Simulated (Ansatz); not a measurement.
Runs of Ansatz 0.2.0 on Ge. Symmetry: P6_3/mmc, No. 194, hexagonal system. The conventional cell has a = 4.003 Å, b = 4.003 Å, c = 13.157 Å, α = 90.00°, β = 90.00°, γ = 120.00°. Ge (site symmetry 3m) is surrounded by 4 Ge at 2.45 to 2.47 Å. Around Ge (site symmetry 3m) lie 4 Ge at 2.45 Å. This isn't the form of Ge at room conditions, which is diamond.

| task | cell | points for each segment of the path | gap on the mesh (eV) | pressure (GPa) |
| --- | --- | --- | --- | --- |
| band structure | as given | 10 | - | 0.0 |
| single point | as given | - | (a) | 0.0 |
| relaxation of cell and atoms | relaxed | - | 0.06 | 0.0 |
| single point | atoms moved at random, drawn with an rms of 0.05 Å | - | none | 0.1 |

Alike in all rows: level PBEsol; potentials or basis Ansatz PAW; no spin polarisation; k mesh 8 × 8 × 2; cutoff (eV) 420; smearing fermi-dirac 0.05 eV.

**Question.** Estimate the missing entries.

**Answer.** (a) 0.05.

Caveats: the PAW data sets come from PBE, with cores solved anew for the run's functional, which leaves a small shift of forces and pressure; the plane-wave basis is chosen anew once the cell has moved, so the energies of steps on either side of that aren't comparable (some runs).

A k mesh can miss the band edges, and the runs leave out spin-orbit coupling on Ge.

A gap of «none» marks a metal or a gap under the smearing width.
